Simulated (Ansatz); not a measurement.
How far is PAW off for Cd?

```
Cd
1.0
     2.97887    0.00000    0.00000
    -1.48944    2.57978    0.00000
     0.00000    0.00000    5.61765
Cd
2
Cartesian
  0.0000 1.7199 1.4044
  1.4894 0.8599 4.2132
```

Atoms are numbered in the order listed.

The cell is COD entry 9008490, as deposited and not checked against the literature; nothing was relaxed.

All numbers are computed: DFT, PBE, PAW with Ansatz's default frozen-core files, scalar-relativistic (Ansatz 0.2.0); DFT, PBE, all-electron PAW with datasets made for the crystal, scalar-relativistic (Ansatz 0.2.0); DFT, PBE, all-electron LAPW, scalar-relativistic (Ansatz 0.2.0).

For PAW: a Γ-centred 16×16×7 k mesh, Fermi–Dirac smearing of 0.05 eV, cutoff 420 eV, no spin polarisation. The crystal-made all-electron datasets (AE datasets) take a cutoff of 260 eV at this cell. LAPW targets a basis error of 1 meV/atom. The Ansatz runs share mesh, smearing and spin set-up. Plane-wave (PAW) pressures include the program's estimate of the Pulay term.

Stress and pressure are positive in compression.

No spin–orbit coupling: at heavy atoms the gradients can be off by tens of per cent for that reason.

In a metal, gradients converge slowly with the k mesh: the values move by tens of per cent from one mesh to another, at times in sign, so only the comparison on one mesh counts.

Levels count from the Fermi level.

```
                             quantity     PAW  AE datasets    LAPW
                       pressure (GPa)    2.88         2.88    2.88
                      stress xx (GPa)    3.27         3.27    3.27
                      stress zz (GPa)    2.11         2.11    2.11
       highest filled level at H (eV)  -8.528       -8.530  -8.530
         lowest empty level at H (eV)   1.015        1.016   1.016
       highest filled level at A (eV)  -7.396       -7.397  -7.397
         lowest empty level at A (eV)   3.669        3.670   3.670
       highest filled level at Γ (eV)  -3.050       -3.050  -3.050
         lowest empty level at Γ (eV)  10.303       10.307  10.307
field gradient Vzz at Cd1 (10²¹ V/m²)       ?            ?       –
```

Problem. What belongs in the row "field gradient Vzz at Cd1 (10²¹ V/m²)", column "PAW"?

Solution. 7.39.

Problem. Fill in "AE datasets" for the row "field gradient Vzz at Cd1 (10²¹ V/m²)".

Solution. 7.51.
